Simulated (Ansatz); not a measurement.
# Magnesium, bcc under PBE: ground state and equation of state

What does PBE give for magnesium in the bcc structure? We relax it, solve it on a dense k-mesh, switch on spin-orbit coupling, then scale the cell to 7 volumes from 88 to 112 % of the relaxed one and try a fit of the equation of state. The k-meshes are 12×12×12 for the relaxation; 20×20×20 for the dense run; 12×12×12 for spin-orbit coupling; 14×14×14 for the volumes.

This is Mg in the bcc structure; at room conditions it is hcp.

Program: Ansatz 0.2.0. Level of theory: DFT PBE, plane waves (420 eV) with PAW, scalar-relativistic. These are calculated values, not measurements.

### Step 1. The structure to begin with

It takes space group Im-3m (No. 229, cubic). Conventional cell: a = 3.595 Å, b = 3.595 Å, c = 3.595 Å, α = 90.00°, β = 90.00°, γ = 90.00°. Around Mg (site symmetry m-3m) lie 8 Mg at 3.11 Å.

As a file:

```cif
data_structure
_symmetry_space_group_name_H-M 'P 1'
_symmetry_Int_Tables_number 1
_cell_length_a 3.1136
_cell_length_b 3.1136
_cell_length_c 3.1136
_cell_angle_alpha 109.471
_cell_angle_beta 109.471
_cell_angle_gamma 109.471
_cell_volume 23.24
loop_
_atom_site_label
_atom_site_type_symbol
_atom_site_fract_x
_atom_site_fract_y
_atom_site_fract_z
_atom_site_occupancy
Mg1 Mg 0.00000 0.00000 0.00000 1
```

### Step 2. Geometry optimisation

The input, input.yaml:

```yaml
crystal:
  lattice:
    - [-1.7976546712, 1.7976546712, 1.7976546712]
    - [1.7976546712, -1.7976546712, 1.7976546712]
    - [1.7976546712, 1.7976546712, -1.7976546712]
  atoms:
    - { symbol: Mg, position: [0.0, 0.0, 0.0] }
hamiltonian:
  xc: pbe
  pseudopotentials:
    kind: paw
    azcp:
      Mg: "pseudopotentials/Mg.paw.azcp"
basis:
  ecutwfc: 420
  fft_grid_basis: typed
kpoints:
  mp_grid: { grid: [12, 12, 12], shift: [0, 0, 0] }
magnetization:
  spin_polarized: false
scf:
  occupations: { method: fermi_dirac, width: 0.1 }
relax:
  max_steps: 60
  f_tol: 0.01
  cell: {}
```

On the command line:

```console
$ ansatz run input.yaml --threads 1 --pin off --max-ram 3584MiB --backend cpu --events-out ev --progress --plain --runs-dir out
```

Further steps of the session: Single point on a dense mesh; A two-component run at the same geometry; Equation of state: 88 %; Equation of state: 92 %; Equation of state: 96 %; Equation of state: 100 %; Equation of state: 104 %; Equation of state: 108 %; Equation of state: 112 %.

Before running it: what results should come out? Wanted: space group; conventional cell; volume; shortest distance; gap on the mesh; relative to hcp; highest ELF outside the cores; V₀, B₀, B₀′.

As calculated:

| quantity | value |
| --- | --- |
| space group (spins left aside) | Im-3m (No. 229) |
| conventional cell | a = 3.579 Å |
| volume | 22.928 Å³/atom |
| shortest distance | 3.100 Å |
| gap on the mesh | none (levels filled in part) |
| relative to hcp | +26 meV/atom |
| highest ELF outside the cores | 0.55, 1.60 Å from the nearest atom |
| V₀, B₀, B₀′ | 22.918 Å³/atom, 35 GPa, 4.1 |

In words: From the guessed start the volume shrank by 1.3 % in 4 steps. Against the reference form of magnesium (hcp, computed apart with the same settings) it stands 26 meV/atom higher. No gap shows: it is a metal or semimetal at this level. The total energy of the spin-orbit run (on a coarser mesh) lies -35 meV/atom from the scalar one; mesh and treatment of the core enter this figure, so it is no spin-orbit energy. The fitted modulus is 35 GPa. Relaxation kept the symmetry; phonons were not checked.
